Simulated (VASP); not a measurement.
# PbSe: band structure with HSE06

**The experiment to reproduce.**

From a printed reference work, monograph, for a bulk crystal of PbSe at 300 K: band gap 0.28 eV (direct).

The system is PbSe.

```
Pb Se
1.0
     0.00000    3.05226    3.05226
     3.05226    0.00000    3.05226
     3.05226    3.05226    0.00000
Pb Se
1 1
Direct
  0.00000 0.00000 0.00000
  0.50000 0.50000 0.50000
```

- Program: VASP 6.6.1
- Task: band structure
- Functional: HSE06
- Potentials or basis: VASP PAW PBE potentials, release 64 (Pb_d, Se)
- Cutoff: 520 eV
- k mesh: 6 × 6 × 6
- Occupations: gaussian, width 0.03 eV
- Spin: no spin polarisation
- Grid for exact exchange (PRECFOCK): Fast
- Screening parameter: 0.2 1/A
- Further INCAR settings: ALGO = Normal; EDIFF = 1e-06; NBANDS = 17

```
Pressure                : 1.7 GPa
Band gap on the k mesh  : 0.68 eV, direct
Band gap along the path : 0.68 eV, direct
```

Levels at points of the mesh, in eV from the valence-band top:
| k point | band 8 | band 9 | band 10 | band 11 | band 12 | band 13 |
| --- | --- | --- | --- | --- | --- | --- |
| (0.00, 0.00, 0.00) | -2.26 | -2.26 | -2.26 | 5.50 | 5.50 | 5.50 |
| (0.50, 0.00, 0.00) | -1.83 | -1.83 | 0.00 | 0.68 | 2.14 | 2.14 |
| (0.50, 0.50, 0.00) | -5.71 | -3.76 | -3.76 | 4.12 | 6.49 | 6.49 |

Wall time 12 min on 2 MPI ranks on Intel(R) Xeon(R) 6975P-C (Granite Rapids) (shared host), peak memory 0.32 GiB a rank.

A measured gap of PbSe is 0.28 eV (direct; 300 K; a printed reference work, monograph); the calculated 0.68 eV misses it by +0.40 eV. 2 values of this kind are on record (0.15 to 0.28 eV); this one was drawn at random. Spin-orbit coupling on Pb, Se is left out. The value is that of HSE06, without temperature or zero-point motion.

Caveat: the PAW data sets were made with another functional, which shifts forces and pressure a little; spin-orbit coupling is left out, which as a rule narrows the gap of such compounds by several tenths of an eV.
